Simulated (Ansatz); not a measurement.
**Al: strain energy, fitted**

Al, P6_3/mmc, a = 2.790 Å, c = 4.648 Å. This isn't the element's structure at ambient conditions. Ansatz: PBEsol+D3(BJ), PAW, 420 eV, Γ-centred 24×24×12 mesh on 2 atoms, Gaussian smearing 0.10 eV; no spin polarisation. Series: uniaxial strain along a, with b, c and atoms relaxed; x is the strain in per cent. y is the free energy over the unstrained cell, V0 = 15.669 Å³/atom.

```
x (%) y (meV/atom)
 -3.0          7.27
 -2.0          3.57
 -1.0          1.04
  0.0          0.00
  1.0             ?
  2.0          1.64
  3.0          3.60
```

**Question.** Fit y = c2 x² + c3 x³ to the other rows, turn c2 into a modulus, and predict the missing energy.

**Answer.** Least squares on the rows shown. y = 0.6135 x² − 0.07244 x³. In eV per unit strain² c2 is 6.135; this is Young's modulus along the axis (E = ½ Y V0 ε²): 2 × 6.135 × 160.2 / (15.669) = 125 GPa. The unstrained cell keeps some stress along the strain, worth a slope of -0.32 meV/atom per %, which the form leaves out. With a term in x⁴ added, the coefficient of x² becomes 0.7139, 16 % more, which shows how far this figure hangs on the form. At x = 1.0 the fit asked for gives 0.54 meV/atom. The run gave 0.28 meV/atom, so the fit is 0.26 meV/atom too high, within the rms miss on the fitted rows (0.32 meV/atom): the form describes this series only roughly.